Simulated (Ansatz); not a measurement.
# TaC: the cost of one run

Program: Ansatz 0.2.0. Level of theory: DFT r²SCAN, scalar-relativistic, plane waves, PAW. These are calculated values, not measurements.

2 further runs of the same task are left out: 2 set aside as unsound or not needed.

### Step 1. The structure to begin with

The structure is cubic, space group Fm-3m (No. 225). Conventional cell: a = 4.454 Å, b = 4.454 Å, c = 4.454 Å, α = 90.00°, β = 90.00°, γ = 90.00°. Ta (site symmetry m-3m) has 6 C at 2.23 Å as nearest neighbours. C (site symmetry m-3m) has 6 Ta at 2.23 Å as nearest neighbours.

Coordinates:

```xyz
2
Lattice="0.0000 2.2270 2.2270 2.2270 0.0000 2.2270 2.2270 2.2270 0.0000" Properties=species:S:1:pos:R:3 pbc="T T T"
Ta    0.0000    0.0000    0.0000
C     2.2270    2.2270    2.2270
```

The cell is the deposited one, not relaxed. An earlier run on this cell at r²SCAN gave 1.89 GPa at 11.045 Å³/atom (14×14×14 mesh), a metal on this mesh.

### Step 2. Bands on a fine mesh, Fermi surface

The input, input.yaml:

```yaml
crystal:
  lattice:
    - [0.0, 2.226998583, 2.226998583]
    - [2.226998583, 0.0, 2.226998583]
    - [2.226998583, 2.226998583, 0.0]
  atoms:
    - { symbol: Ta, position: [0.0, 0.0, 0.0] }
    - { symbol: C, position: [0.5, 0.5, 0.5] }
basis:
  ecutwfc: 500
  ecutrho_ratio: 4
kpoints:
  mp_grid: { grid: [14, 14, 14] }
hamiltonian:
  xc: r2scan
scf:
  occupations: { method: gaussian, width: 0.05 }
output:
  forces: true
  stress: true
  eigenvalues: true
  eigenstates:
    nscf_kmesh: { grid: [24, 24, 24] }
    de_dk: true
    e_range: [-2.5, 2.5]
  write_density: true
  write_potential: true
  elf: true
  volumetric_format: npy
```

The run is started by

```bash
$ ansatz run input.yaml --threads 4 --pin off --max-ram 9216MiB --backend cpu --events-out ev --progress --plain --runs-dir out
```

**Question.** How long does this run take on 4 threads of Intel Xeon at 2.50GHz (Skylake/Cascade Lake), shared host, and how much memory does it need?

About 8.8 s, with a peak of 0.47 GiB.
